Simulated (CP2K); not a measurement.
Crystal: Se.

```
Se
1.0
     4.36620    0.00000    0.00000
    -2.18310    3.78124    0.00000
     0.00000    0.00000    4.95360
Se
3
Direct
  0.77460 0.77460 0.00000
  0.00000 0.22540 0.66667
  0.22540 0.00000 0.33333
```

Base run:

- Program: CP2K 2026.2
- Functional: PBEsol
- Potentials or basis: POTENTIAL_UZH Se GTH-PBE-q6; TZVP-MOLOPT-PBE-GTH basis
- Density cutoff: 9184 eV
- k mesh: 7 × 7 × 6
- Occupations: fermi-dirac, width 0.05 eV
- Spin: no spin polarisation

Its results: band gap on the k mesh 1.10 eV, indirect (least direct gap 1.41 eV); pressure 1.9 GPa; largest force 0.738 eV/Å.

Question: The run is repeated on the same cell with these changes: functional from PBEsol to PBE. What comes out?

Answer: Band gap on the k mesh 1.20 eV, indirect (least direct gap 1.46 eV); pressure 3.6 GPa; largest force 0.631 eV/Å.

PBE binds less tightly than PBEsol, so the same cell stands under more pressure.

Caveats: an odd mesh through Γ misses points on the zone boundary, where band edges often lie; the basis of atomic orbitals isn't converged, which shifts pressures, moduli and gaps; the potentials were made for another functional, which shifts forces and pressure (some runs).
